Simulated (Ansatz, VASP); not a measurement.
# AlN: VASP beside Ansatz

File INCAR:

```
SYSTEM = AlN
  PREC = Accurate
  ENCUT = 520
  EDIFF = 1E-7
  ISMEAR = 0
  SIGMA = 0.01
  LREAL = .False.
  LASPH = .True.
  NELM = 100
  ALGO = Normal
  ISIF = 2
  LWAVE = .False.
  LCHARG = .False.
  NBANDS = 16
```

The input KPOINTS:

```
regular mesh
0
Gamma
  8 8 4
  0 0 0
```

The input POSCAR:

```
AlN
1.0
    3.0712713899      0.0000000000      0.0000000000
   -1.5356356950      2.6597990456      0.0000000000
    0.0000000000      0.0000000000      4.9084699825
Al N
2 2
Direct
    0.3333333333      0.6666666667     -0.0011913031
    0.6666666667      0.3333333333      0.4988086969
    0.3333333333      0.6666666667      0.3811913031
    0.6666666667      0.3333333333      0.8811913031
```

Input for Ansatz:

```yaml
crystal:
  lattice:
    - [3.0712713899, 0.0, 0.0]
    - [-1.53563569495, 2.65979904557, 0.0]
    - [0.0, 0.0, 4.90846998251]
  atoms:
    - { symbol: Al, position: [0.333333333333, 0.666666666667, -0.001191303123] }
    - { symbol: Al, position: [0.666666666667, 0.333333333333, 0.498808696877] }
    - { symbol: "N", position: [0.333333333333, 0.666666666667, 0.381191303123] }
    - { symbol: "N", position: [0.666666666667, 0.333333333333, 0.881191303123] }
kpoints:
  mp_grid: { grid: [8, 8, 4] }
scf:
  occupations: { method: fixed }
  convergence: { dr2_threshold: 1.0e-10 }
hamiltonian:
  xc: lda
  pseudopotentials: { kind: all_electron, lapw: { basis_error: 0.0005 } }
output:
  forces: true
  stress: true
  eigenstates:
    kpoints:
      - [0.0, 0.0, 0.0]
      - [0.5, -0.5, -0.334263829]
      - [0.0, 0.5, -0.334263829]
      - [0.5, 0.0, -0.334263829]
      - [-0.666666667, 0.333333333, 0.0]
      - [0.0, 0.0, -0.5]
      - [-0.5, 0.0, 0.0]
      - [-0.5, 0.5, 0.0]
      - [0.0, -0.5, 0.0]
      - [-0.5, 0.0, -0.5]
      - [-0.5, 0.5, -0.5]
      - [0.0, -0.5, -0.5]
  eigenvalues: true
```

Alike in both runs: task single point; functional LDA; k mesh 8 × 8 × 4; no spin polarisation.

|  | VASP | Ansatz |
| --- | --- | --- |
| version | VASP 6.6.1 | Ansatz 0.2.0 |
| potentials or method | VASP PAW LDA potentials, release 64 (Al, N) | all-electron LAPW, scalar-relativistic |
| plane-wave cutoff (eV) | 520 | see its input |
| occupations | gaussian, width 0.01 eV | fixed |

|  | VASP | Ansatz | Ansatz less VASP |
| --- | --- | --- | --- |
| gap on the k mesh at the Fermi level (eV) | 4.58 | 4.57 | -0.007 |
| pressure (GPa) | 4.7 | 4.0 | -0.69 |

Ansatz ran all-electron here, so the differences hold the error of VASP's frozen core and of both bases.

A k mesh can miss the band edges. Expect the measured gap to be larger: semilocal functionals such as LDA lack the derivative discontinuity.
